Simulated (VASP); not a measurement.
# W2C (P-3m1) in VASP: further runs

One crystal, W2C, is run at these levels: HSE(alpha, omega); tasks: single point.

All numbers are computed with VASP 6.6.1; they aren't measurements. Logs are shortened: lines on timing, memory, paths and dates and some standing lists are left out, and cuts for length are marked.

## 1. The structure

It takes space group P-3m1 (No. 164, trigonal). The conventional cell has a = 3.070 Å, b = 3.070 Å, c = 4.678 Å, α = 90.00°, β = 90.00°, γ = 120.00°. W (site symmetry 3m) is surrounded by 3 C at 2.13 Å. Around C (site symmetry -3m) lie 6 W at 2.13 Å.

The cell comes from a database or a generator and needn't be the stable form of this composition.

## 2. Single point, HSE(alpha, omega)

File POSCAR:

```
W2C
1.0
    3.0700456420      0.0000000000      0.0000000000
   -1.5350228210      2.6587375167      0.0000000000
    0.0000000000      0.0000000000      4.6784280000
W C
2 1
Direct
    0.6666666667      0.3333333333      0.2536690000
    0.3333333333      0.6666666667      0.7463310000
    0.0000000000      0.0000000000      0.0000000000
```

File INCAR.step1:

```
PREC = Accurate
ENCUT = 520
EDIFF = 1E-5
ISMEAR = -1
SIGMA = 0.05
LREAL = False
LASPH = True
NELM = 80
ALGO = Normal
ISIF = 2
LWAVE = True
LCHARG = False
NBANDS = 23
GGA = PE
```

File INCAR.step2:

```
PREC = Accurate
ENCUT = 520
EDIFF = 1E-6
ISMEAR = -1
SIGMA = 0.05
LREAL = False
LASPH = True
NELM = 80
ALGO = Normal
ISIF = 2
LWAVE = False
LCHARG = False
GGA = PE
LHFCALC = True
HFSCREEN = 0.2
AEXX = 0.15
PRECFOCK = Fast
NBANDS = 23
ISTART = 1
```

File KPOINTS:

```
regular mesh
0
Gamma
  5 5 3
```

Potentials or basis: VASP PAW PBE potentials, release 64 (W_sv, C).

Launch:

```
> cat potpaw_PBE.64/W_sv/POTCAR potpaw_PBE.64/C/POTCAR > POTCAR
> cp INCAR.step1 INCAR
> mpirun -np 1 vasp_std > vasp.out
> cp INCAR.step2 INCAR
> mpirun -np 1 vasp_std > vasp.out
```

OUTCAR:

```text
PREC = Accurate
   ENCUT = 520
   EDIFF = 1E-6
   ISMEAR = -1
   LREAL = False
   LASPH = True
   NELM = 80
   ISIF = 2
   GGA = PE
   LHFCALC = True
   HFSCREEN = 0.2
   AEXX = 0.15
   PRECFOCK = Fast
   ISTART = 1

 ion  position               nearest neighbor table
   1  0.667  0.333  0.254-   3 2.13   3 2.13   3 2.13   2 2.91   2 2.91   2 2.91   2 2.96   2 2.96
                             2 2.96
   2  0.333  0.667  0.746-   3 2.13   3 2.13   3 2.13   1 2.91   1 2.91   1 2.91   1 2.96   1 2.96
                             1 2.96
   3  0.000  0.000  0.000-   1 2.13   2 2.13   2 2.13   1 2.13   1 2.13   2 2.13

  LATTYP: Found a hexagonal cell.
 ALAT       =     3.0700456420
 C/A-ratio  =     1.5238952594

  Lattice vectors:

 A1 = (   3.0700456420,   0.0000000000,   0.0000000000)
 A2 = (  -1.5350228210,   2.6587375167,   0.0000000000)
 A3 = (   0.0000000000,   0.0000000000,   4.6784280000)

Analysis of symmetry for initial positions (statically):
=====================================================================
 Subroutine PRICEL returns:
 Original cell was already a primitive cell.

 Routine SETGRP: Setting up the symmetry group for a
 hexagonal supercell.

 Subroutine GETGRP returns: Found 12 space group operations
 (whereof 12 operations were pure point group operations)
 out of a pool of 24 trial point group operations.

The static configuration has the point symmetry D_3d.

Analysis of symmetry for dynamics (positions and initial velocities):
=====================================================================
 Subroutine PRICEL returns:
 Original cell was already a primitive cell.

 Routine SETGRP: Setting up the symmetry group for a
 hexagonal supercell.

 Subroutine GETGRP returns: Found 12 space group operations
 (whereof 12 operations were pure point group operations)
 out of a pool of 24 trial point group operations.

The dynamic configuration has the point symmetry D_3d.

 Subroutine INISYM returns: Found 12 space group operations
 (whereof 12 operations are pure point group operations),
 and found     1 'primitive' translations

----------------------------------------------------------------------------------------

                                     Primitive cell

  volume of cell :      38.1874

  direct lattice vectors                    reciprocal lattice vectors
     3.070045642  0.000000000  0.000000000     0.325728056  0.188059181  0.000000000
    -1.535022821  2.658737517  0.000000000     0.000000000  0.376118362  0.000000000
     0.000000000  0.000000000  4.678428000     0.000000000  0.000000000  0.213747011

  length of vectors
     3.070045642  3.070045642  4.678428000     0.376118362  0.376118362  0.213747011

  position of ions in fractional coordinates (direct lattice)
     0.666666667  0.333333333  0.253669000
     0.333333333  0.666666667  0.746331000
     0.000000000  0.000000000  0.000000000

  ion indices of the primitive-cell ions
   primitive index   ion index
                 1           1
                 2           2
                 3           3

----------------------------------------------------------------------------------------

 KPOINTS: regular mesh

Automatic generation of k-mesh.
 Grid dimensions read from file:
 generate k-points for:    5    5    3

 Generating k-lattice:

  Cartesian coordinates                     Fractional coordinates (reciprocal lattice)
     0.065145611  0.037611836  0.000000000     0.200000000 -0.000000000  0.000000000
     0.000000000  0.075223672  0.000000000     0.000000000  0.200000000  0.000000000
     0.000000000  0.000000000  0.071249004     0.000000000  0.000000000  0.333333333

  Length of vectors
     0.075223672  0.075223672  0.071249004

  Shift w.r.t. Gamma in fractional coordinates (k-lattice)
     0.000000000  0.000000000  0.000000000

 Subroutine IBZKPT returns following result:
 ===========================================

 Found     12 irreducible k-points:

 Following reciprocal coordinates:
            Coordinates               Weight
  0.000000  0.000000  0.000000      1.000000
  0.200000  0.000000  0.000000      6.000000
  0.400000  0.000000  0.000000      6.000000
  0.200000  0.200000  0.000000      6.000000
  0.400000  0.200000  0.000000      6.000000
  0.000000  0.000000  0.333333      2.000000
  0.200000  0.000000  0.333333      6.000000
  0.000000  0.200000  0.333333      6.000000
  0.400000  0.000000  0.333333      6.000000
  0.000000  0.400000  0.333333      6.000000
  0.200000  0.200000  0.333333     12.000000
  0.400000  0.200000  0.333333     12.000000
   k-points           NKPTS =     12   k-points in BZ     NKDIM =     75   number of bands    NBANDS=     23
   number of dos      NEDOS =    301   number of ions     NIONS =      3
   total plane-waves  NPLWV =  20736
   dimension x,y,z NGX =    24 NGY =   24 NGZ =   36
   dimension x,y,z NGXF=    48 NGYF=   48 NGZF=   72
   ions per type =               2   1
   NGX,Y,Z   is equivalent  to a cutoff of  13.00, 13.00, 12.79 a.u.
   NGXF,Y,Z  is equivalent  to a cutoff of  25.99, 25.99, 25.58 a.u.
 SYSTEM =  unknown system
   PREC   = accura    normal or accurate (medium, high low for compatibility)
   ISTART =      1    job   : 0-new  1-cont  2-samecut
   ICHARG =      0    charge: 1-file 2-atom 10-const
   ISPIN  =      1    spin polarized calculation?
   LNONCOLLINEAR =      F non collinear calculations
   LSORBIT =      F    spin-orbit coupling
   LASPH  =      T    aspherical Exc in radial PAW
   ENCUT  =  520.0 eV  38.22 Ry    6.18 a.u.   5.71  5.71  8.70*2*pi/ulx,y,z
   NELM   =     80;   NELMIN=  2; NELMDL=  0     # of ELM steps
   EDIFF  = 0.1E-05   stopping-criterion for ELM
   LREAL  =      F    real-space projection
   EDIFFG = 0.1E-04   stopping-criterion for IOM
   NSW    =      0    number of steps for IOM
   IBRION =     -1    ionic relax: 0-MD 1-quasi-New 2-CG
   NFREE  =      0    steps in history (QN), initial steepest desc. (CG)
   ISIF   =      2    stress and relaxation
   ISYM   =      3    0-nonsym 1-usesym 2-fastsym
   POTIM  = 0.5000    time-step for ionic-motion
   TEBEG  =    0.0;   TEEND  =   0.0 temperature during run
   PSTRESS=    0.0 pullay stress
   NELECT =      32.0000    total number of electrons
   NUPDOWN=      -1.0000    fix difference up-down
   EMIN   =  10.00;   EMAX   =-10.00  energy-range for DOS
   EFERMI =   0.00;   METHOD = LEGACY
   ISMEAR =    -1;   SIGMA  =   0.05  broadening in eV -4-tet -1-fermi 0-gaus
   EFERMI_NEDOS =   21; number of points for ismear=-14 and -15
   IALGO  =     38    algorithm
   IMIX   =      1    mixing-type and parameters
     AMIX     =   0.40;   BMIX     =  1.00
     AMIX_MAG =   1.60;   BMIX_MAG =  1.00
  volume/ion in A,a.u.               =      12.73        85.90
  Fermi-wavevector in a.u.,A,eV,Ry     =   1.543422  2.916645 32.411147  2.382152
  Thomas-Fermi vector in A             =   2.649087
   LORBIT       =      0    0 simple, 1 ext, 2 COOP (PROOUT), +10 PAW based schemes
   GGA     = PE    functional components
   LHFCALC =     T    Hartree Fock is set to
   PRECFOCK=fast      Normal, Fast or Accurate (Low or Medium for compatibility)
   ENCUT4O =  -1.0   cutoff for four orbital integrals eV
   NKREDX  =     1    reduce k-point grid by
   NKREDY  =     1    reduce k-point grid by
   NKREDZ  =     1    reduce k-point grid by
   AEXX    =    0.1500 exact exchange contribution
   HFSCREEN=    0.2000 screening length (either q_TF or 0.3 A-1)
   HFSCREENC=   0.2000 screening length for correlation (either q_TF or 0.3 A-1)
   ENCUTFOCK=  -1.0 apply spherical cutoff to Coloumb kernel
   IVDW    =     0    specifies the selected vdW correction
   LEPSILON=     F    determine dielectric tensor
   LRPA    =     F    only Hartree local field effects (RPA)
 non-spin polarized calculation
  energy-cutoff  :      520.00
  volume of cell :       38.19
 maximum number of plane-waves:      1046
 NGX is ok and might be reduce to    24
  NGX = 14; NGY = 14; NGZ = 24

 number of electron      32.0000002 magnetization

 Free energy of the ion-electron system (eV)
  ---------------------------------------------------
  ext. energy  EPLUGINS =         0.00000000
  ---------------------------------------------------
  free energy    TOTEN  =       -38.21668987 eV

  energy without entropy =      -38.20780315  energy(sigma->0) =      -38.21224651

 E-fermi :  11.4636     XC(G=0): -11.9509

 val. band max:       11.4320634591   @ k =   0.2000   0.2000   0.0000
 cond. band min:      11.6020197113   @ k =   0.0000   0.2000   0.3333
 fundamental gap:      0.1699562522
 Fermi energy:        11.4636374590

 k-point     1 :       0.0000    0.0000    0.0000
  band No.  band energies     occupation
      1     -65.8892      2.00000
      2     -65.8042      2.00000
      3     -29.7314      2.00000
      4     -29.0490      2.00000
      5     -29.0490      2.00000
      6     -28.9047      2.00000
[... 15 lines left out ...]
     22      18.6500      0.00000
     23      19.4548      0.00000

 k-point     2 :       0.2000    0.0000    0.0000
  band No.  band energies     occupation
      1     -65.8712      2.00000
      2     -65.8002      2.00000
      3     -29.6234      2.00000
      4     -29.2416      2.00000
      5     -29.1203      2.00000
      6     -29.0874      2.00000
[... 15 lines left out ...]
     22      17.9284      0.00000
     23      18.7358      0.00000

 k-point     3 :       0.4000    0.0000    0.0000
  band No.  band energies     occupation
      1     -65.8369      2.00000
      2     -65.7989      2.00000
      3     -29.5513      2.00000
      4     -29.3869      2.00000
      5     -29.3661      2.00000
      6     -29.2224      2.00000
[... 15 lines left out ...]
     22      16.4272      0.00000
     23      18.9067      0.00000
[... 183 lines left out ...]
 k-point    11 :       0.2000    0.2000    0.3333
  band No.  band energies     occupation
      1     -65.8330      2.00000
      2     -65.8098      2.00000
      3     -29.5573      2.00000
      4     -29.4609      2.00000
      5     -29.2056      2.00000
      6     -29.1421      2.00000
[... 15 lines left out ...]
     22      17.8665      0.00000
     23      19.5410      0.00000

 k-point    12 :       0.4000    0.2000    0.3333
  band No.  band energies     occupation
      1     -65.8169      2.00000
      2     -65.8080      2.00000
      3     -29.6140      2.00000
      4     -29.5354      2.00000
      5     -29.3426      2.00000
      6     -29.1931      2.00000
[... 15 lines left out ...]
     22      17.6365      0.00000
     23      19.0898      0.00000

------------------------ aborting loop because EDIFF is reached ----------------------------------------

  FORCE on cell =-STRESS in cart. coord.  units (eV):
  Direction    XX          YY          ZZ          XY          YZ          ZX
  --------------------------------------------------------------------------------------
  -------------------------------------------------------------------------------------
  Total       -1.6768115     -1.6768115     -1.2670710      0.0000000      0.0000000      0.0000000
  in kB      -70.3516976    -70.3516976    -53.1607714      0.0000000      0.0000000      0.0000000
  external PRESSURE =     -64.6213888 kB  Pullay stress =       0.0000000 kB

 VOLUME and BASIS-vectors are now :
 -----------------------------------------------------------------------------
  energy-cutoff  :      520.00
  volume of cell :       38.19
      direct lattice vectors                 reciprocal lattice vectors
     3.070045642  0.000000000  0.000000000     0.325728056  0.188059181  0.000000000
    -1.535022821  2.658737517  0.000000000     0.000000000  0.376118362  0.000000000
     0.000000000  0.000000000  4.678428000     0.000000000  0.000000000  0.213747011

 POSITION                                       TOTAL-FORCE (eV/Angst)
 -----------------------------------------------------------------------------------
      1.53502      0.88625      1.18677        -0.000000     -0.000000     -0.543486
     -0.00000      1.77249      3.49166         0.000000      0.000000      0.543486
      0.00000      0.00000      0.00000        -0.000000      0.000000      0.000000
 -----------------------------------------------------------------------------------
    total drift:                               -0.000000     -0.000000     -0.000000

  FREE ENERGIE OF THE ION-ELECTRON SYSTEM (eV)
  ---------------------------------------------------
  free  energy   TOTEN  =       -38.2166898714 eV

  energy  without entropy=      -38.2078031459  energy(sigma->0) =      -38.21224651
```

It took 12 min on 1 thread of Intel Xeon Platinum 8488C (Sapphire Rapids), shared host; peak memory 0.26 GiB.

Results:

* Free energy: -38.2167 eV
* Pressure: -6.5 GPa
* Largest force: 0.543 eV/Å
* Band gap on the k mesh: none (metal or under the smearing width)

Forces in eV/Å, atoms in the order of the input:
```
W    0.000  0.000 -0.543
W    0.000  0.000  0.543
C    0.000  0.000  0.000
```

Stress tensor (GPa, compression positive):
```
-7.04  0.00  0.00
 0.00 -7.04  0.00
 0.00  0.00 -5.32
```

Levels at points of the mesh, in eV from the Fermi level:
```
           k point  band 12  band 13  band 14  band 15  band 16  band 17  band 18  band 19  band 20  band 21
(0.00, 0.00, 0.00)    -5.90    -4.43    -1.61    -1.48    -1.48    -1.12    -1.12     0.75     0.75     1.80
```

Caveat: the k mesh is coarse (spacing up to 0.47 Å⁻¹), so the values aren't converged, least of all with exact exchange; the PAW data sets were made with another functional, which shifts forces and pressure a little.

## 3. Single point, HSE(alpha, omega)

POSCAR is that of step 2.

INCAR.step1 is that of step 2.

INCAR.step2, as its differences from that of step 2:

```diff
@@ -15,3 +15,3 @@
 HFSCREEN = 0.2
-AEXX = 0.15
+AEXX = 0.2
 PRECFOCK = Fast
```

KPOINTS is that of step 2.

Potentials or basis: VASP PAW PBE potentials, release 64 (W_sv, C).

Launch:

```
> cat potpaw_PBE.64/W_sv/POTCAR potpaw_PBE.64/C/POTCAR > POTCAR
> cp INCAR.step1 INCAR
> mpirun -np 1 vasp_std > vasp.out
> cp INCAR.step2 INCAR
> mpirun -np 1 vasp_std > vasp.out
```

It took 11 min on 1 thread of Intel Xeon Platinum 8488C (Sapphire Rapids), shared host; peak memory 0.26 GiB.

Results (log left out):

- Free energy: -39.3189 eV
- Pressure: -8.3 GPa
- Largest force: 0.624 eV/Å
- Band gap on the k mesh: none (metal or under the smearing width)

Forces in eV/Å, atoms in the order of the input:
```
W    0.000  0.000 -0.624
W    0.000  0.000  0.624
C    0.000  0.000  0.000
```

Stress tensor (GPa, compression positive):
```
-8.82  0.00  0.00
 0.00 -8.82  0.00
 0.00  0.00 -7.32
```

Levels at points of the mesh, in eV from the Fermi level:
| k point | band 12 | band 13 | band 14 | band 15 | band 16 | band 17 | band 18 | band 19 | band 20 | band 21 |
| --- | --- | --- | --- | --- | --- | --- | --- | --- | --- | --- |
| (0.00, 0.00, 0.00) | -6.07 | -4.60 | -1.67 | -1.54 | -1.54 | -1.15 | -1.15 | 0.80 | 0.80 | 1.86 |

Caveat: the k mesh is coarse (spacing up to 0.47 Å⁻¹), so the values aren't converged, least of all with exact exchange; the PAW data sets were made with another functional, which shifts forces and pressure a little. The run has no spin-orbit coupling, so splittings on W are missing.

## 4. Single point, HSE(alpha, omega)

POSCAR is that of step 3.

INCAR.step1 is that of step 3.

INCAR.step2, as its differences from that of step 3:

```diff
@@ -15,3 +15,3 @@
 HFSCREEN = 0.2
-AEXX = 0.2
+AEXX = 0.25
 PRECFOCK = Fast
```

KPOINTS is that of step 3.

Launch:

```
> cat potpaw_PBE.64/W_sv/POTCAR potpaw_PBE.64/C/POTCAR > POTCAR
> cp INCAR.step1 INCAR
> mpirun -np 1 vasp_std > vasp.out
> cp INCAR.step2 INCAR
> mpirun -np 1 vasp_std > vasp.out
```

Run time: 11 min. Hardware: 1 thread of Intel Xeon Platinum 8488C (Sapphire Rapids), shared host; peak memory 0.26 GiB.

The run converged. Its results:

| Property | Result |
| --- | --- |
| Free energy | -40.4257 eV |
| Pressure | -10.2 GPa |
| Largest force | 0.704 eV/Å |
| Band gap on the k mesh | none (metal or under the smearing width) |

Forces on the atoms (eV/Å):
```
W    0.000  0.000 -0.704
W    0.000  0.000  0.704
C    0.000  0.000  0.000
```

Stress tensor (GPa, compression positive):
```
-10.59   0.00   0.00
  0.00 -10.59   0.00
  0.00   0.00  -9.32
```

Levels at points of the mesh, in eV from the Fermi level:
```csv
k point,band 13,band 14,band 15,band 16,band 17,band 18,band 19,band 20
"(0.00, 0.00, 0.00)",-4.76,-1.73,-1.61,-1.61,-1.19,-1.19,0.86,0.86
```

Caveat: the k mesh is coarse (spacing up to 0.47 Å⁻¹), so the values aren't converged, least of all with exact exchange; the PAW data sets were made with another functional, which shifts forces and pressure a little.

## 5. Single point, HSE(alpha, omega)

POSCAR is that of step 4.

INCAR.step1 is that of step 4.

INCAR.step2, as its differences from that of step 4:

```diff
@@ -15,3 +15,3 @@
 HFSCREEN = 0.2
-AEXX = 0.25
+AEXX = 0.3
 PRECFOCK = Fast
```

KPOINTS is that of step 4.

Launch:

```
> cat potpaw_PBE.64/W_sv/POTCAR potpaw_PBE.64/C/POTCAR > POTCAR
> cp INCAR.step1 INCAR
> mpirun -np 1 vasp_std > vasp.out
> cp INCAR.step2 INCAR
> mpirun -np 1 vasp_std > vasp.out
```

Run time: 11 min. Hardware: 1 thread of Intel Xeon Platinum 8488C (Sapphire Rapids), shared host; peak memory 0.26 GiB.

Results (log left out):

```yaml
Free_energy: -41.5371 eV
Pressure: -12.0 GPa
Largest_force: 0.784 eV/Å
Band_gap_on_the_k_mesh: none (metal or under the smearing width)
```

Forces on the atoms (eV/Å):
```
W    0.000  0.000 -0.784
W    0.000  0.000  0.784
C    0.000  0.000  0.000
```

Stress tensor (GPa, compression positive):
```
-12.35   0.00   0.00
  0.00 -12.35   0.00
  0.00   0.00 -11.31
```

Levels at points of the mesh, in eV from the Fermi level:
| k point | band 13 | band 14 | band 15 | band 16 | band 17 | band 18 | band 19 | band 20 |
| --- | --- | --- | --- | --- | --- | --- | --- | --- |
| (0.00, 0.00, 0.00) | -4.93 | -1.79 | -1.67 | -1.67 | -1.22 | -1.22 | 0.91 | 0.91 |

Caveat: the k mesh is coarse (spacing up to 0.47 Å⁻¹), so the values aren't converged, least of all with exact exchange; the PAW data sets were made with another functional, which shifts forces and pressure a little.

(Continued in part 2 of 2.)
